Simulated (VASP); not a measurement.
# Ge (Cmmm) in VASP: further runs

Runs on Ge. Level: PBE. Tasks: single point.

Program: VASP 6.6.1. These are calculated values, not measurements. Logs are shortened: lines on timing, memory, paths and dates and some standing lists are left out, and cuts for length are marked.

### Step 1. Starting point

It takes space group Cmmm (No. 65, orthorhombic). Conventional cell: a = 2.794 Å, b = 5.201 Å, c = 2.698 Å, α = 90.00°, β = 90.00°, γ = 90.00°. Around Ge (site symmetry mmm) lie 8 Ge at 2.70 to 2.95 Å.

This isn't the form of Ge at room conditions, which is diamond.

### Step 2. Single point, PBE

File INCAR:

```
PREC = Accurate ; ENCUT = 550
EDIFF = 1E-7 ; ISMEAR = 0
SIGMA = 0.05 ; LREAL = F
LASPH = T ; NELM = 100
ALGO = Normal ; ISIF = 2
LWAVE = F ; LCHARG = F
GGA = PE ; NBANDS = 13
ADDGRID = F
```

File KPOINTS:

```
Automatic mesh
0
Gamma
  5 5 5
```

File POSCAR:

```
Ge
1.0
    1.3971490000     -2.6005160000      0.0000000000
    1.3971490000      2.6005160000      0.0000000000
    0.0000000000      0.0000000000      2.6982310000
Ge
1
Direct
    0.5000000000      0.5000000000      0.0000000000
```

Potentials or basis: VASP PAW PBE potentials, release 64 (Ge_d).

Launch:

```bash
$ cat potpaw_PBE.64/Ge_d/POTCAR > POTCAR
$ mpirun -np 1 vasp_std > vasp.out
```

OUTCAR:

```text
PREC = Accurate
   ENCUT = 550
   EDIFF = 1E-7
   ISMEAR = 0
   LREAL = F
   LASPH = T
   NELM = 100
   ISIF = 2
   GGA = PE

 Found     27 irreducible k-points:

 Following reciprocal coordinates:
            Coordinates               Weight
  0.000000  0.000000  0.000000      1.000000
  0.200000 -0.000000  0.000000      4.000000
  0.400000  0.000000  0.000000      4.000000
  0.200000  0.200000  0.000000      2.000000
  0.400000  0.200000  0.000000      4.000000
 -0.400000  0.200000  0.000000      4.000000
   k-points           NKPTS =     27   k-points in BZ     NKDIM =     27   number of bands    NBANDS=     13
   number of dos      NEDOS =    301   number of ions     NIONS =      1
   total plane-waves  NPLWV =  13824
   dimension x,y,z NGX =    24 NGY =   24 NGZ =   24
   dimension x,y,z NGXF=    48 NGYF=   48 NGZF=   48
   ions per type =               1
   NGX,Y,Z   is equivalent  to a cutoff of  13.52, 13.52, 14.79 a.u.
   NGXF,Y,Z  is equivalent  to a cutoff of  27.03, 27.03, 29.57 a.u.
 SYSTEM =  unknown system
   PREC   = accura    normal or accurate (medium, high low for compatibility)
   ISTART =      0    job   : 0-new  1-cont  2-samecut
   ICHARG =      2    charge: 1-file 2-atom 10-const
   ISPIN  =      1    spin polarized calculation?
   LNONCOLLINEAR =      F non collinear calculations
   LSORBIT =      F    spin-orbit coupling
   LASPH  =      T    aspherical Exc in radial PAW
   ENCUT  =  550.0 eV  40.42 Ry    6.36 a.u.   5.65  5.65  5.16*2*pi/ulx,y,z
   NELM   =    100;   NELMIN=  2; NELMDL= -5     # of ELM steps
   EDIFF  = 0.1E-06   stopping-criterion for ELM
   LREAL  =      F    real-space projection
   EDIFFG = 0.1E-05   stopping-criterion for IOM
   NSW    =      0    number of steps for IOM
   IBRION =     -1    ionic relax: 0-MD 1-quasi-New 2-CG
   NFREE  =      0    steps in history (QN), initial steepest desc. (CG)
   ISIF   =      2    stress and relaxation
   ISYM   =      2    0-nonsym 1-usesym 2-fastsym
   POTIM  = 0.5000    time-step for ionic-motion
   TEBEG  =    0.0;   TEEND  =   0.0 temperature during run
   PSTRESS=    0.0 pullay stress
   NELECT =      14.0000    total number of electrons
   NUPDOWN=      -1.0000    fix difference up-down
   EMIN   =  10.00;   EMAX   =-10.00  energy-range for DOS
   EFERMI =   0.00;   METHOD = LEGACY
   ISMEAR =     0;   SIGMA  =   0.05  broadening in eV -4-tet -1-fermi 0-gaus
   EFERMI_NEDOS =   21; number of points for ismear=-14 and -15
   IALGO  =     38    algorithm
   IMIX   =      4    mixing-type and parameters
     AMIX     =   0.40;   BMIX     =  1.00
     AMIX_MAG =   1.60;   BMIX_MAG =  1.00
  volume/ion in A,a.u.               =      19.61       132.31
  Fermi-wavevector in a.u.,A,eV,Ry     =   1.463234  2.765111 29.130796  2.141053
  Thomas-Fermi vector in A             =   2.579353
   LORBIT       =      0    0 simple, 1 ext, 2 COOP (PROOUT), +10 PAW based schemes
   GGA     = PE    functional components
   LHFCALC =     F    Hartree Fock is set to
   AEXX    =    0.0000 exact exchange contribution
   IVDW    =     0    specifies the selected vdW correction
   LEPSILON=     F    determine dielectric tensor
   LRPA    =     F    only Hartree local field effects (RPA)
 non-spin polarized calculation
 Gauss-broadening in eV      SIGMA  =   0.05
  energy-cutoff  :      550.00
  volume of cell :       19.61
 maximum number of plane-waves:       587
   NGX = 11   NGY = 11   NGZ = 11

 number of electron      14.0000008 magnetization

 Free energy of the ion-electron system (eV)
  ---------------------------------------------------
  ext. energy  EPLUGINS =         0.00000000
  ---------------------------------------------------
  free energy    TOTEN  =        -4.24063350 eV

  energy without entropy =       -4.23970127  energy(sigma->0) =       -4.24016739

 E-fermi :   6.0902     XC(G=0): -11.0311

 val. band max:        5.9532856933   @ k =   0.4000   0.4000   0.4000
 cond. band min:       6.1308884177   @ k =   0.4000   0.2000   0.2000
 fundamental gap:      0.1776027245
 Fermi energy:         6.0902220386

 k-point     1 :       0.0000    0.0000    0.0000
  band No.  band energies     occupation
      1     -18.4733      2.00000
      2     -18.4116      2.00000
      3     -18.3614      2.00000
      4     -18.2588      2.00000
      5     -18.2418      2.00000
      6      -6.6348      2.00000
      7      12.8920      0.00000
      8      13.3649      0.00000
      9      14.8778      0.00000
     10      16.3833      0.00000
     11      18.7210      0.00000
     12      21.0950      0.00000
     13      21.2319      0.00000

 k-point     2 :       0.2000   -0.0000    0.0000
  band No.  band energies     occupation
      1     -18.4517      2.00000
      2     -18.3855      2.00000
      3     -18.3508      2.00000
      4     -18.2665      2.00000
      5     -18.2568      2.00000
      6      -5.6651      2.00000
      7       9.0692      0.00000
      8      11.6591      0.00000
      9      13.8163      0.00000
     10      15.9824      0.00000
     11      18.0852      0.00000
     12      22.4597      0.00000
     13      25.5963      0.00000
[... 33 lines left out ...]
 k-point     5 :       0.4000    0.2000    0.0000
  band No.  band energies     occupation
      1     -18.4194      2.00000
      2     -18.3644      2.00000
      3     -18.2922      2.00000
      4     -18.2911      2.00000
      5     -18.2758      2.00000
      6      -1.1459      2.00000
      7       1.7007      2.00000
      8       5.3899      2.00000
      9      17.0850      0.00000
     10      19.3044      0.00000
     11      22.9869      0.00000
     12      23.5756      0.00000
     13      23.6822      0.00000

 k-point     6 :      -0.4000    0.2000    0.0000
  band No.  band energies     occupation
      1     -18.4305      2.00000
      2     -18.3895      2.00000
      3     -18.3114      2.00000
      4     -18.2843      2.00000
      5     -18.2605      2.00000
      6      -3.9959      2.00000
      7       5.1695      2.00000
      8       7.4593      0.00000
      9      15.2461      0.00000
     10      19.3548      0.00000
     11      20.6929      0.00000
     12      23.4707      0.00000
     13      26.1466      0.00000

 [... further k-points ...]

------------------------ aborting loop because EDIFF is reached ----------------------------------------

  FORCE on cell =-STRESS in cart. coord.  units (eV):
  Direction    XX          YY          ZZ          XY          YZ          ZX
  --------------------------------------------------------------------------------------
  -------------------------------------------------------------------------------------
  Total       -0.2454620      0.9462621      0.0530765      0.0000000      0.0000000      0.0000000
  in kB      -20.0578112     77.3233482      4.3371193      0.0000000      0.0000000      0.0000000
  external PRESSURE =      20.5342188 kB  Pullay stress =       0.0000000 kB

 VOLUME and BASIS-vectors are now :
 -----------------------------------------------------------------------------
  energy-cutoff  :      550.00
  volume of cell :       19.61
      direct lattice vectors                 reciprocal lattice vectors
     1.397149000 -2.600516000  0.000000000     0.357871637 -0.192269534  0.000000000
     1.397149000  2.600516000  0.000000000     0.357871637  0.192269534  0.000000000
     0.000000000  0.000000000  2.698231000     0.000000000  0.000000000  0.370613191

 POSITION                                       TOTAL-FORCE (eV/Angst)
 -----------------------------------------------------------------------------------
      1.39715      0.00000      0.00000         0.000000     -0.000000      0.000000
 -----------------------------------------------------------------------------------
    total drift:                               -0.000000     -0.000000     -0.000000

  FREE ENERGIE OF THE ION-ELECTRON SYSTEM (eV)
  ---------------------------------------------------
  free  energy   TOTEN  =        -4.2406334986 eV

  energy  without entropy=       -4.2397012731  energy(sigma->0) =       -4.24016739
```

OSZICAR:

```text
N       E                     dE             d eps       ncg     rms          rms(c)
DAV:   1     0.623017283039E+02    0.62302E+02   -0.72955E+03   775   0.297E+03
DAV:   2     0.120960489848E+01   -0.61092E+02   -0.58229E+02   747   0.409E+02
DAV:   3    -0.416874812361E+01   -0.53784E+01   -0.53574E+01   815   0.707E+01
DAV:   4    -0.424684504498E+01   -0.78097E-01   -0.78092E-01   797   0.934E+00
DAV:   5    -0.424763301212E+01   -0.78797E-03   -0.78797E-03   822   0.103E+00    0.128E+00
DAV:   6    -0.424255598430E+01    0.50770E-02   -0.51522E-03   870   0.160E+00    0.732E-01
DAV:   7    -0.424067053667E+01    0.18854E-02   -0.43072E-03   933   0.124E+00    0.647E-02
DAV:   8    -0.424063285805E+01    0.37679E-04   -0.55136E-04   847   0.523E-01    0.254E-02
DAV:   9    -0.424063406393E+01   -0.12059E-05   -0.13681E-05   904   0.662E-02    0.677E-03
DAV:  10    -0.424063370198E+01    0.36195E-06   -0.53729E-07   780   0.102E-02    0.937E-04
DAV:  11    -0.424063351012E+01    0.19186E-06   -0.65249E-08   551   0.448E-03    0.153E-04
DAV:  12    -0.424063349865E+01    0.11478E-07   -0.49060E-09   391   0.953E-04
   1 F= -.42406335E+01 E0= -.42401674E+01  d E =-.932226E-03
```

Wall time 2.9 s (1 thread of Intel Xeon 6975P-C (Granite Rapids), shared host); peak memory 0.13 GiB.

The run converged, but some of its settings lie outside the range that counts as converged, so its numbers aren't taken as properties of the crystal.

Results:

```yaml
Free_energy: -4.2406 eV
Pressure: 2.1 GPa
Band_gap_on_the_k_mesh: none (metal or under the smearing width)
```

Caveat: the k mesh is coarse (spacing up to 0.51 Å⁻¹), so the values aren't converged.

### Step 3. Single point, PBE

This run uses another cell than the first one, of the same volume but with other edges.

INCAR is that of step 2.

KPOINTS is that of step 2.

File POSCAR:

```
Ge
1.0
    1.4161900000     -2.6475770000      0.0134350000
    1.3961930000      2.6368340000      0.0183540000
    0.0306960000      0.0025520000      2.6389690000
Ge
1
Direct
    0.4852650000      0.4800630000      0.0156560000
```

Potentials or basis: VASP PAW PBE potentials, release 64 (Ge_d).

Launch:

```bash
$ cat potpaw_PBE.64/Ge_d/POTCAR > POTCAR
$ mpirun -np 1 vasp_std > vasp.out
```

Run time: 4.7 s. Hardware: 1 thread of Intel Xeon 6975P-C (Granite Rapids), shared host; peak memory 0.14 GiB.

The run converged, but some of its settings lie outside the range that counts as converged, so its numbers aren't taken as properties of the crystal.

Results:

| Item | Value |
| --- | --- |
| Free energy | -4.2452 eV |
| Pressure | 0.4 GPa |
| Band gap on the k mesh | none (metal or under the smearing width) |

Caveat: the k mesh is coarse (spacing up to 0.51 Å⁻¹), so the values aren't converged.

### Step 4. Single point, PBE

Edit INCAR of step 3 so:

```diff
@@ -1,2 +1,2 @@
-PREC = Accurate ; ENCUT = 550
+PREC = Accurate ; ENCUT = 700
 EDIFF = 1E-7 ; ISMEAR = 0
```

KPOINTS is that of step 3.

File POSCAR:

```
Ge
1.0
    1.3971490000     -2.6005160000      0.0000000000
    1.3971490000      2.6005160000      0.0000000000
    0.0000000000      0.0000000000      2.6982310000
Ge
1
Direct
    0.5000000000      0.5000000000      0.0000000000
```

Launch:

```bash
$ cat potpaw_PBE.64/Ge_d/POTCAR > POTCAR
$ mpirun -np 1 vasp_std > vasp.out
```

It took 4.3 s on 1 thread of Intel Xeon 6975P-C (Granite Rapids), shared host; peak memory 0.15 GiB.

These settings aren't checked as converged: the numbers below hold their error.

Results:

```yaml
Free_energy: -4.2405 eV
Pressure: 2.0 GPa
Band_gap_on_the_k_mesh: none (metal or under the smearing width)
```

Caveat: the k mesh is coarse (spacing up to 0.51 Å⁻¹), so the values aren't converged.

### Step 5. Single point, PBE

This run uses another cell than the first one, of the same volume but with other edges.

INCAR is that of step 4.

KPOINTS is that of step 4.

File POSCAR:

```
Ge
1.0
    1.4161900000     -2.6475770000      0.0134350000
    1.3961930000      2.6368340000      0.0183540000
    0.0306960000      0.0025520000      2.6389690000
Ge
1
Direct
    0.4852650000      0.4800630000      0.0156560000
```

Potentials or basis: VASP PAW PBE potentials, release 64 (Ge_d).

Launch:

```bash
$ cat potpaw_PBE.64/Ge_d/POTCAR > POTCAR
$ mpirun -np 1 vasp_std > vasp.out
```

OUTCAR:

```text
PREC = Accurate
   ENCUT = 700
   EDIFF = 1E-7
   ISMEAR = 0
   LREAL = F
   LASPH = T
   NELM = 100
   ISIF = 2
   GGA = PE

 Found     63 irreducible k-points:

 Following reciprocal coordinates:
            Coordinates               Weight
  0.000000  0.000000  0.000000      1.000000
  0.200000  0.000000  0.000000      2.000000
  0.400000 -0.000000  0.000000      2.000000
 -0.000000  0.200000  0.000000      2.000000
  0.200000  0.200000  0.000000      2.000000
  0.400000  0.200000  0.000000      2.000000
[... 172 lines left out ...]

------------------------ aborting loop because EDIFF is reached ----------------------------------------

  FORCE on cell =-STRESS in cart. coord.  units (eV):
  Direction    XX          YY          ZZ          XY          YZ          ZX
  --------------------------------------------------------------------------------------
  -------------------------------------------------------------------------------------
  Total       -1.0155804      0.7951760      0.3581058     -0.1933880      0.0462675      0.0987219
  in kB      -82.9876268     64.9773988     29.2624286    -15.8026047      3.7807280      8.0670070
  external PRESSURE =       3.7507335 kB  Pullay stress =       0.0000000 kB

 VOLUME and BASIS-vectors are now :
 -----------------------------------------------------------------------------
  energy-cutoff  :      700.00
  volume of cell :       19.61
      direct lattice vectors                 reciprocal lattice vectors
     1.416190000 -2.647577000  0.013435000     0.354897238 -0.187889191 -0.003946402
     1.396193000  2.636834000  0.018354000     0.356347309  0.190588350 -0.004329273
     0.030696000  0.002552000  2.638969000    -0.004285175 -0.000368995  0.378986066

 POSITION                                       TOTAL-FORCE (eV/Angst)
 -----------------------------------------------------------------------------------
      1.35797     -0.01889      0.05665         0.000000     -0.000000      0.000000
 -----------------------------------------------------------------------------------
    total drift:                                0.000024     -0.000031     -0.000072

  FREE ENERGIE OF THE ION-ELECTRON SYSTEM (eV)
  ---------------------------------------------------
  free  energy   TOTEN  =        -4.2450739064 eV

  energy  without entropy=       -4.2437615069  energy(sigma->0) =       -4.24441771
```

OSZICAR:

```text
N       E                     dE             d eps       ncg     rms          rms(c)
DAV:   1     0.707973488515E+02    0.70797E+02   -0.82485E+03  1717   0.342E+03
DAV:   2     0.240770395371E+01   -0.68390E+02   -0.65545E+02  1728   0.476E+02
DAV:   3    -0.415329582472E+01   -0.65610E+01   -0.65344E+01  1888   0.794E+01
DAV:   4    -0.425321497270E+01   -0.99919E-01   -0.99896E-01  1853   0.106E+01
DAV:   5    -0.425420482793E+01   -0.98986E-03   -0.98985E-03  1943   0.119E+00    0.132E+00
DAV:   6    -0.424759232737E+01    0.66125E-02   -0.65915E-03  2058   0.184E+00    0.752E-01
DAV:   7    -0.424512960574E+01    0.24627E-02   -0.54250E-03  2149   0.140E+00    0.699E-02
DAV:   8    -0.424506995371E+01    0.59652E-04   -0.61992E-04  1978   0.551E-01    0.254E-02
DAV:   9    -0.424507454168E+01   -0.45880E-05   -0.13125E-05  1963   0.474E-02    0.936E-03
DAV:  10    -0.424507406320E+01    0.47848E-06   -0.10222E-06  1943   0.184E-02    0.139E-03
DAV:  11    -0.424507393402E+01    0.12918E-06   -0.11100E-07  1609   0.500E-03    0.223E-04
DAV:  12    -0.424507390642E+01    0.27597E-07   -0.14214E-08   894   0.210E-03
   1 F= -.42450739E+01 E0= -.42444177E+01  d E =-.131240E-02
```

Run time: 8.6 s. Hardware: 1 thread of Intel Xeon 6975P-C (Granite Rapids), shared host; peak memory 0.16 GiB.

These settings aren't checked as converged: the numbers below hold their error.

What came out:

```
Free energy            : -4.2451 eV
Pressure               : 0.4 GPa
Band gap on the k mesh : none (metal or under the smearing width)
```

Caveat: the k mesh is coarse (spacing up to 0.51 Å⁻¹), so the values aren't converged.
